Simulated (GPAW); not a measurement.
A run of GPAW 26.7.0:

File run.py:

```python
from ase.dft.bandgap import bandgap
from ase.io import read, write
from ase.units import GPa
from gpaw import GPAW, PW

atoms = read('SnTe.xyz')

calc = GPAW(mode=PW(600),
            xc='PBE',
            kpts={'size': (7, 7, 7), 'gamma': True},
            occupations={'name': 'methfessel-paxton', 'order': 0, 'width': 0.013000000000000001},
            nbands=19,
            convergence={'density': 1e-05, 'energy': 1e-05},
            maxiter=150,
            txt='gpaw.txt')
atoms.calc = calc
energy = atoms.get_potential_energy()
forces = atoms.get_forces()
stress = atoms.get_stress()
calc.write('gs.gpw')
write('result.traj', atoms)
print(f'Energy: {energy:.6f} eV')
print('Forces (eV/A):')
print(forces.round(4))
print('Stress (GPa):', (stress / GPa).round(3))
print('Fermi level:', round(calc.get_fermi_level(), 4), 'eV')
print(f'Gap: {bandgap(calc)[0]:.4f} eV, direct: {bandgap(calc, direct=True)[0]:.4f} eV')
```

Contents of SnTe.xyz:

```xyz
2
Lattice="0.0000000000 3.1508500000 3.1508500000 3.1508500000 0.0000000000 3.1508500000 3.1508500000 3.1508500000 0.0000000000" Properties=species:S:1:pos:R:3 pbc="T T T"
Te     3.1508500000      3.1508500000      3.1508500000
Sn     0.0000000000      0.0000000000      0.0000000000
```

Potentials or basis: GPAW PAW data sets (gpaw-data 1.2.1), pw.

Launch:

```console
$ OMP_NUM_THREADS=1 python run.py
```

Hardware: 1 thread of Arm Neoverse V1, with other jobs on the host.

Question: Estimate the wall time of this run.

Answer: Run time: 16 s on 1 thread of Arm Neoverse V1, on a shared host, peak memory 0.17 GiB. Counts: scf iterations 9, plane waves 2106, bands 19, k points 20.
